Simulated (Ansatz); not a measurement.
## NaCl (Halite): G0W0 under other settings

A base run on NaCl (Halite), then changed inputs.

Program: Ansatz 0.2.0. Level of theory: G0W0 on PBE, plane waves, PAW; PAW set soft_1. Results are calculated unless marked as measured.

## 1. Starting point

It takes space group Fm-3m (No. 225, cubic). The conventional cell has a = 5.640 Å, b = 5.640 Å, c = 5.640 Å, α = 90.00°, β = 90.00°, γ = 90.00°. Nearest to Na lie 6 Cl at 2.82 Å. Nearest to Cl lie 6 Na at 2.82 Å. Farther neighbours and most contacts between anions are not listed.

The cell and positions come from the Crystallography Open Database and are kept as given unless a step says otherwise.

## 2. The base run: 6×6×6 mesh, 101 empty bands, screening to 100 eV, PAW set soft_1 files

G0W0 replaces the xc potential by the self-energy, built once from these orbitals. Only a window of levels is corrected, while the sums run over the empty bands that the input names. This step takes PAW set soft_1 files.

Contents of input.yaml:

```yaml
crystal:
  lattice:
    - [0.0, 2.82005, 2.82005]
    - [2.82005, 0.0, 2.82005]
    - [2.82005, 2.82005, 0.0]
  atoms:
    - { symbol: Na, position: [0.0, 0.0, 0.0] }
    - { symbol: Cl, position: [0.5, 0.5, 0.5] }
kpoints:
  mp_grid: { grid: [6, 6, 6] }
hamiltonian:
  xc: pbe
  pseudopotentials: { kind: paw, azcp: { folder: soft_1 } }
scf:
  occupations: { method: fixed }
gw:
  n_empty_bands: 101
  ecut_chi: 100
  qp_bands: [v2, c2]
  qp_kpoints: band_edges
  screening: { model: contour_deformation }
```

Started as:

```
> ansatz run input.yaml --threads 2 --pin off --max-ram 73728MiB --backend cuda --events-out ev --progress --plain --runs-dir out --devices 1 --max-vram 13GiB
```

Numbers of over 12 decimals in the logs are rounded to 6 here.

Output:

```text
GPUs: using 1 of 1 available (devices: 1).
Engine: ansatz 0.2.0, x86_64-unknown-linux-gnu
Pseudopotentials: kind: paw
Pseudopotential: Na, paw, valence charge 9, recommended cutoff 420 eV (normal), soft_1/Na.paw.azcp
Pseudopotential: Cl, paw, valence charge 7, recommended cutoff 420 eV (normal), soft_1/Cl.paw.azcp
Functional definition: PBE
  parameter kappa = 0.804
  parameter beta = 0.066725
  exchange = pbe_x(kappa = kappa, mu = beta*pi^2/3)
  correlation = pbe_c(beta = beta)
device memory: the entry about to start is reckoned to put 0.4 GiB on a device that reports 56.8 GiB free (of which the cap on the GPU budget leaves the run 13.0 GiB)
GPU FFT provider: cuFFT
GPU libraries: cuBLAS 13.8.2, cuFFT 12.4.0, cuSOLVER 12.3.4
Crystal: 2 atoms, lattice volume = 44.854 Å³
Basis set: ecut = 420 eV, 893 PW (Γ)
Bands: 12, of which v1, the nominal top of the filled ones, is band 8 counted from 1 (7 counted from 0)
Symmetry: 48 space group operations
Space group: Fm-3m (ITA 225), of the structure as read, at distance tolerance 3.6e-5 Å
k-points: 16 of 216
Non-local potential: Na, projectors of the file, l = 0: 3, l = 1: 2, l = 2: 1
Non-local potential: Cl, projectors of the file, l = 0: 2, l = 1: 2, l = 2: 1
PAW form: soft (Blöchl's): semilocal exchange-correlation on the pseudo side does not see the compensation charge
PAW one-centre angular grid: Na, 110 points (default); XC on 64 Gauss nodes
PAW one-centre angular grid: Cl, 110 points (default); XC on 64 Gauss nodes
Initial density: superposition of atomic densities (chi_scale 0.1, normalization cell, long waves kept (reshape's long-wave potential 0.00 eV rms))
Initial wavefunctions: pseudopotential atomic-orbital guess
GPU buffer pool allocated for 19683 grid points (all kernels)
GPU transforms: local potential and band sums: pruned to the plane-wave sphere, on 25×27×27
Functional: x = pbe(κ = 0.804, μ = 0.219515), c = pbe(β = 0.066725)
SCF iter   1: F=—  HF=-2570.519448 eV  |F-HF|=—  |Δ(HF+E_count)|=         —  Δρ=7.36e-2  dr2=1.94e0  ethr=3.10e-3  ⟨swp⟩=4.6  Hψ=1123  notcnv=0  defer=28
preconditioner: auto → none  [insulator: Δε(μ)=3.965 eV  Ē_g=12.726 eV  n_scr=14 (ndim 8)  ℏωp=15.7 eV  f_vac=0.000  ε∞_Penn≈2.5]
SCF iter   2: F=—  HF=-2569.577050 eV  |F-HF|=—  |Δ(HF+E_count)|=   9.42e-1  Δρ=1.47e-2  dr2=1.15e-1  ethr=3.10e-3  ⟨swp⟩=3.0  Hψ=559  notcnv=0  defer=18
SCF iter   3: F=—  HF=-2569.551955 eV  |F-HF|=—  |Δ(HF+E_count)|=   2.51e-2  Δρ=5.42e-3  dr2=1.21e-2  ethr=7.16e-4  ⟨swp⟩=3.0  Hψ=339  notcnv=0  defer=30
SCF iter   4: F=—  HF=-2569.552780 eV  |F-HF|=—  |Δ(HF+E_count)|=   8.24e-4  Δρ=1.26e-3  dr2=1.07e-3  ethr=7.57e-5  ⟨swp⟩=2.8  Hψ=374  notcnv=0  defer=30
[...]
E_nonlocal   = 309.502332
  E_hartree    = 566.740180
  E_xc         = -145.559367
  E_vxc        = -165.451939  (∫ρ·V_xc dr)
  E_paw        = -952.465275  (= ΣΔE_a)
  E_vpaw       = -101.508853  (= ΣTr[D̂ρ^β])
  E_aug_tail   = 0.000100  (compensation charges beyond the density's cutoff)
  E_ewald      = -936.137051
  E_smearing   = -0.000000  (= −TS)
  E_closure    = -0.000000  (closes the sum)
  Σ components = -2569.553062   (vs F -2569.553062, Δ=0.00e0)
--- Band table (eV; the first three rows and the last of 16) ---
  k-point 0: bands = [... 4 lower, -11.6113, 1.0454, 1.0454, 1.0454, 6.1533, 12.0787, 12.0787, 12.0787]
  k-point 1: bands = [... 4 lower, -11.5314, 0.4461, 0.9766, 0.9766, 6.9654, 11.3201, 12.3548, 12.3548]
  k-point 2: bands = [... 4 lower, -11.3647, -0.4825, 0.8454, 0.8454, 8.0853, 11.1060, 12.1612, 12.1612]
  k-point 15: bands = [... 4 lower, -11.2172, -0.3872, 0.1367, 0.3322, 9.4045, 9.9091, 11.5288, 13.0588]
--- G₀W₀: contour deformation, 6 samples at zero and on the imaginary axis and 3 off it, 216 q-points, 101 empty bands' worth ---
  eigenvalues of the whole cell's RPA ε∞ on this k-mesh (on a slab, of 1 + 4πα/V) = 2.3374, 2.3374, 2.3374; static W/v taken at q = 0 is 0.427819
  bands read: the sum over 109 bands ends inside a degenerate multiplet in 4 slots, whose members it reads at an even weight; the widest, k=0: bands 109 to 111 (counted from 1) at 1/3 each
  gw.qp_kpoints: band_edges: 13 of 16 stored k-points solved, in 1 pass; an edge of the gap read off the rows below is read off those points alone
    valence top: of the k-points left out ik 10 came nearest to being solved in a further pass, in band 8 (counted from 1, as in the quasiparticle table): it holds the edge there only if its correction is more favourable than any solved in that band by at least 0.517 eV; those differ by 0.118 eV
    conduction bottom: of the k-points left out ik 10 came nearest to being solved in a further pass, in band 9 (counted from 1, as in the quasiparticle table): it holds the edge there only if its correction is more favourable than any solved in that band by at least 2.856 eV; those differ by 0.335 eV
    ik  band        ε_KS         Σx   Σc(E_QP)       V_xc       Z   E_QP_lin       E_QP  E_QP is
     0     7      1.0454   -21.1175     2.5314   -16.7843  0.8006    -0.7936    -0.7565  root
     0     8      1.0454   -21.1175     2.5314   -16.7843  0.8006    -0.7936    -0.7565  root
     0     9      6.1533    -5.2715    -3.1018    -9.2288  0.8602     7.0140     7.0088  root
     0    10     12.0787    -3.6819    -3.5194    -8.4549  0.8455    13.3485    13.3322  root
     1     7      0.9766   -21.0224     2.5466   -16.6590  0.8002    -0.8784    -0.8402  root
     1     8      0.9766   -21.0224     2.5466   -16.6590  0.8002    -0.8784    -0.8402  root
     1     9      6.9654    -5.8813    -3.1417    -9.9473  0.8546     7.8962     7.8898  root
     1    10     11.3201    -3.7296    -3.4507    -8.2871  0.8456    12.4394    12.4269  root
[...]
13     7      0.3035   -20.2016     2.6730   -15.5864  0.7976    -1.6878    -1.6387  root
    13     8      0.6234   -20.5772     2.6149   -16.0774  0.7986    -1.3053    -1.2615  root
    13     9      9.4006    -5.8862    -3.4216   -10.4726  0.8445    10.5782    10.5654  root
    13    10     10.2021    -4.0071    -3.3019    -8.3234  0.8487    11.2260    11.2165  root
[key lines of the parts left out:]
SCF converged after 7 iterations
Free energy (F): -2569.553062 eV
Fermi energy:    1.045392 eV
```

Elapsed: 12 s, on 1 × NVIDIA H100 80GB HBM3 (shared by 6 runs) with 2 threads of AMD EPYC 7R13 (Zen 3), shared host; peak memory 1.1 GiB.

Numbers from this step:

| Quantity | Value |
| --- | --- |
| bands summed | 109 |
| RPA ε∞ on this mesh (eigenvalues) | 2.337, 2.337, 2.337 |
| plane waves in the screening matrix | 113 |
| q-points in the mesh | 216 |
| G0W0 gap on the mesh | 7.765 eV |
| k of the valence top | 0, 0, 0 |
| k of the conduction bottom | 0, 0, 0 |
| starting gap on the mesh | 5.108 eV |
| Z at the valence top | 0.8006 |
| Z at the conduction bottom | 0.8602 |
| least direct G0W0 gap on the computed points | 7.765 eV |

The gap on the mesh goes from 5.11 eV to 7.77 eV, a correction of +2.66 eV. Between the two edge states, bare exchange in place of the xc potential would open the gap by 8.29 eV, and correlation takes back 5.63 eV.

## 3. Variant: guard bands

Edit input.yaml of step 2 so:

```diff
@@ -16,4 +16,4 @@
 gw:
-  n_empty_bands: 101
-  ecut_chi: 100
+  n_empty_bands: 72
+  ecut_chi: 80
   qp_bands: [v2, c2]
@@ -21 +21,2 @@
   screening: { model: contour_deformation }
+  n_guard_bands: 12
```

Output:

```text
GPUs: using 1 of 1 available (devices: 1).
[...]
GPU FFT provider: cuFFT
GPU libraries: cuBLAS 13.8.2, cuFFT 12.4.0, cuSOLVER 12.3.4
Crystal: 2 atoms, lattice volume = 44.854 Å³
Basis set: ecut = 420 eV, 893 PW (Γ)
Bands: 12, of which v1, the nominal top of the filled ones, is band 8 counted from 1 (7 counted from 0)
[... 1 set-up line as in the run before ...]
[...]
k-points: 16 of 216
[...]
GPU buffer pool allocated for 19683 grid points (all kernels)
[...]
SCF iter   1: F=—  HF=-2570.519448 eV  |F-HF|=—  |Δ(HF+E_count)|=         —  Δρ=7.36e-2  dr2=1.94e0  ethr=3.10e-3  ⟨swp⟩=4.6  Hψ=1123  notcnv=0  defer=28
[...]
SCF iter   7: F=-2569.553062 eV  HF=-2569.553062 eV  |F-HF|=3.03e-9  |Δ(HF+E_count)|=   1.38e-7  Δρ=2.85e-6  dr2=1.48e-9  ethr=6.25e-10  ⟨swp⟩=6.7  Hψ=991  notcnv=0
SCF 1 converged in 7 iterations: F = -2569.553062 eV  dr2 = 1.48e-9
[...]
0     7      1.0454   -21.1175     2.6393   -16.7843  0.8028    -0.6810    -0.6485  root
     0     8      1.0454   -21.1175     2.6393   -16.7843  0.8028    -0.6810    -0.6485  root
     0     9      6.1533    -5.2715    -3.0698    -9.2288  0.8608     7.0464     7.0409  root
     0    10     12.0787    -3.6819    -3.4605    -8.4549  0.8460    13.4091    13.3912  root
     1     7      0.9766   -21.0224     2.6535   -16.6590  0.8024    -0.7668    -0.7333  root
     1     8      0.9766   -21.0224     2.6535   -16.6590  0.8024    -0.7668    -0.7333  root
     1     9      6.9654    -5.8813    -3.1003    -9.9473  0.8554     7.9381     7.9311  root
     1    10     11.3201    -3.7296    -3.3997    -8.2871  0.8460    12.4917    12.4779  root
[...]
13     7      0.3035   -20.2016     2.7660   -15.5864  0.7995    -1.5897    -1.5457  root
    13     8      0.6234   -20.5772     2.7155   -16.0774  0.8007    -1.1997    -1.1609  root
    13     9      9.4006    -5.8862    -3.3680   -10.4726  0.8453    10.6331    10.6190  root
    13    10     10.2021    -4.0071    -3.2530    -8.3234  0.8491    11.2759    11.2654  root
[key lines of the parts left out:]
SCF converged after 7 iterations
Free energy (F): -2569.553062 eV
Fermi energy:    1.045392 eV
```

Wall time 10 s (1 × NVIDIA H100 80GB HBM3 (shared by 6 runs) with 2 threads); peak memory 1.1 GiB; 14 s of CPU time.

The G0W0 gap on the mesh is 7.689 eV.

Against the base:

| setting | base | variant |
| --- | --- | --- |
| empty bands | 101 | 72 |
| screening cutoff (eV) | 100 | 80 |
| n guard bands | - | 12 |

| quantity | variant | base |
| --- | --- | --- |
| starting gap on the mesh | 5.108 | 5.108 |
| G0W0 gap on the mesh | 7.689 | 7.765 |
| least direct G0W0 gap on the computed points | 7.689 | 7.765 |
| Z at the valence top | 0.803 | 0.801 |
| Z at the conduction bottom | 0.861 | 0.860 |

## 4. Variant: wavefunction cutoff

Edit input.yaml of step 3 so:

```diff
@@ -16,4 +16,4 @@
 gw:
-  n_empty_bands: 72
-  ecut_chi: 80
+  n_empty_bands: 101
+  ecut_chi: 100
   qp_bands: [v2, c2]
@@ -21,2 +21,3 @@
   screening: { model: contour_deformation }
-  n_guard_bands: 12
+basis:
+  ecutwfc: 700
```

Output:

```text
GPUs: using 1 of 1 available (devices: 1).
[...]
GPU FFT provider: cuFFT
GPU libraries: cuBLAS 13.8.2, cuFFT 12.4.0, cuSOLVER 12.3.4
Crystal: 2 atoms, lattice volume = 44.854 Å³
Basis set: ecut = 700 eV, 1917 PW (Γ)
Bands: 12, of which v1, the nominal top of the filled ones, is band 8 counted from 1 (7 counted from 0)
[... 1 set-up line as in the run before ...]
[...]
k-points: 16 of 216
[...]
GPU buffer pool allocated for 46656 grid points (all kernels)
[...]
SCF iter   1: F=—  HF=-2570.519750 eV  |F-HF|=—  |Δ(HF+E_count)|=         —  Δρ=7.37e-2  dr2=1.94e0  ethr=3.10e-3  ⟨swp⟩=4.7  Hψ=1128  notcnv=0  defer=29
[...]
SCF iter   7: F=-2569.553477 eV  HF=-2569.553477 eV  |F-HF|=4.13e-9  |Δ(HF+E_count)|=   1.59e-7  Δρ=3.55e-6  dr2=2.20e-9  ethr=6.25e-10  ⟨swp⟩=6.5  Hψ=972  notcnv=0
SCF 1 converged in 7 iterations: F = -2569.553477 eV  dr2 = 2.20e-9
[...]
0     7      1.0453   -21.1177     2.5315   -16.7844  0.8006    -0.7936    -0.7565  root
     0     8      1.0453   -21.1177     2.5315   -16.7844  0.8006    -0.7936    -0.7565  root
     0     9      6.1537    -5.2711    -3.1018    -9.2282  0.8602     7.0141     7.0090  root
     0    10     12.0784    -3.6824    -3.5196    -8.4557  0.8455    13.3483    13.3320  root
     1     7      0.9765   -21.0225     2.5467   -16.6591  0.8002    -0.8785    -0.8402  root
     1     8      0.9765   -21.0225     2.5467   -16.6591  0.8002    -0.8785    -0.8402  root
     1     9      6.9657    -5.8809    -3.1416    -9.9467  0.8546     7.8963     7.8899  root
     1    10     11.3200    -3.7301    -3.4509    -8.2876  0.8456    12.4392    12.4267  root
[...]
13     7      0.3034   -20.2017     2.6730   -15.5865  0.7976    -1.6878    -1.6388  root
    13     8      0.6233   -20.5773     2.6150   -16.0775  0.7986    -1.3053    -1.2615  root
    13     9      9.4008    -5.8861    -3.4216   -10.4722  0.8445    10.5780    10.5653  root
    13    10     10.2019    -4.0076    -3.3020    -8.3239  0.8487    11.2258    11.2163  root
[key lines of the parts left out:]
SCF converged after 7 iterations
Free energy (F): -2569.553477 eV
Fermi energy:    1.045274 eV
```

Elapsed: 11 s, on 1 × NVIDIA H100 80GB HBM3 (shared by 6 runs) with 2 threads; peak memory 1.1 GiB.

The G0W0 gap on the mesh is 7.765 eV.

Against the base:

| setting | base | variant |
| --- | --- | --- |
| typed cutoff | - | 700 |

| quantity | variant | base |
| --- | --- | --- |
| starting gap on the mesh | 5.108 | 5.108 |
| G0W0 gap on the mesh | 7.765 | 7.765 |
| least direct G0W0 gap on the computed points | 7.765 | 7.765 |
| Z at the valence top | 0.801 | 0.801 |
| Z at the conduction bottom | 0.860 | 0.860 |

## 5. Variant: accuracy level

Edit input.yaml of step 4 so:

```diff
@@ -21,3 +21,2 @@
   screening: { model: contour_deformation }
-basis:
-  ecutwfc: 700
+accuracy: high
```

Output:

```text
GPUs: using 1 of 1 available (devices: 1).
[...]
GPU FFT provider: cuFFT
GPU libraries: cuBLAS 13.8.2, cuFFT 12.4.0, cuSOLVER 12.3.4
Crystal: 2 atoms, lattice volume = 44.854 Å³
Basis set: ecut = 420 eV, 893 PW (Γ)
Bands: 12, of which v1, the nominal top of the filled ones, is band 8 counted from 1 (7 counted from 0)
[... 1 set-up line as in the run before ...]
[...]
k-points: 16 of 216
[...]
GPU buffer pool allocated for 32768 grid points (all kernels)
[...]
SCF iter   1: F=—  HF=-2570.519489 eV  |F-HF|=—  |Δ(HF+E_count)|=         —  Δρ=7.36e-2  dr2=1.94e0  ethr=3.10e-3  ⟨swp⟩=4.6  Hψ=1123  notcnv=0  defer=28
[...]
SCF iter   7: F=-2569.553079 eV  HF=-2569.553079 eV  |F-HF|=3.05e-9  |Δ(HF+E_count)|=   1.41e-7  Δρ=2.86e-6  dr2=1.49e-9  ethr=6.25e-10  ⟨swp⟩=6.7  Hψ=991  notcnv=0
SCF 1 converged in 7 iterations: F = -2569.553079 eV  dr2 = 1.49e-9
[...]
G₀W₀ screening: q 1/16
[...]
0     7      1.0452   -21.1174     2.5314   -16.7843  0.8006    -0.7937    -0.7565  root
     0     8      1.0452   -21.1174     2.5314   -16.7843  0.8006    -0.7937    -0.7565  root
     0     9      6.1532    -5.2715    -3.1019    -9.2289  0.8602     7.0139     7.0088  root
     0    10     12.0786    -3.6819    -3.5195    -8.4549  0.8454    13.3484    13.3321  root
     1     7      0.9765   -21.0223     2.5466   -16.6590  0.8002    -0.8785    -0.8403  root
     1     8      0.9765   -21.0223     2.5466   -16.6590  0.8002    -0.8785    -0.8403  root
     1     9      6.9653    -5.8813    -3.1417    -9.9474  0.8546     7.8961     7.8898  root
     1    10     11.3201    -3.7296    -3.4508    -8.2871  0.8455    12.4393    12.4268  root
[...]
13     7      0.3033   -20.2015     2.6729   -15.5864  0.7976    -1.6879    -1.6388  root
    13     8      0.6233   -20.5771     2.6149   -16.0774  0.7986    -1.3053    -1.2615  root
    13     9      9.4005    -5.8862    -3.4217   -10.4727  0.8445    10.5781    10.5654  root
    13    10     10.2021    -4.0071    -3.3020    -8.3234  0.8486    11.2259    11.2164  root
[key lines of the parts left out:]
SCF converged after 7 iterations
Free energy (F): -2569.553079 eV
Fermi energy:    1.045249 eV
```

It took 9.2 s on 1 × NVIDIA H100 80GB HBM3 (shared by 6 runs) with 2 threads; peak memory 1.1 GiB.

The G0W0 gap on the mesh is 7.765 eV.

Against the base:

| setting | base | variant |
| --- | --- | --- |
| accuracy | - | high |

| quantity | variant | base |
| --- | --- | --- |
| starting gap on the mesh | 5.108 | 5.108 |
| G0W0 gap on the mesh | 7.765 | 7.765 |
| least direct G0W0 gap on the computed points | 7.765 | 7.765 |
| Z at the valence top | 0.801 | 0.801 |
| Z at the conduction bottom | 0.860 | 0.860 |

## 6. What came out

| Item | Value |
| --- | --- |
| base | 7.77 eV, 12 s |
| guard bands | 7.69 eV, 10 s |
| wavefunction cutoff | 7.77 eV, 11 s |
| accuracy level | 7.77 eV, 9.2 s |

**Reading.** Guard bands: the gap moves by −0.08 eV. The variant differs from the base in empty bands, screening cutoff and n guard bands together, so the change can't be laid to one of them. Wavefunction cutoff: the gap moves by +0.0002 eV (the plane-wave cutoff goes from 420 to 700 eV). Accuracy level: the gap moves by +0.00 eV. All runs here use a coarse mesh and modest cutoffs; they test settings and are not final values.

[Paths, hosts, dates, memory and timing lines, banners, echoed tables and standing remarks are left out of the program output.]

[Logs are printed without paths, hosts, clocks, repeated set-up lines and the standing remarks that a program may print on its own settings, such as how far it seeks lower states.]

[Runs of the session that timed out or met a known fault of the program may be left out.]

[Cells called generated may have been cut or substituted from an entry of the Crystallography Open Database or the Materials Project.]

[Hosts, paths, dates, database ids (printed as entryN), source tags and the programs' standing remarks are cut or masked in the printed files.]
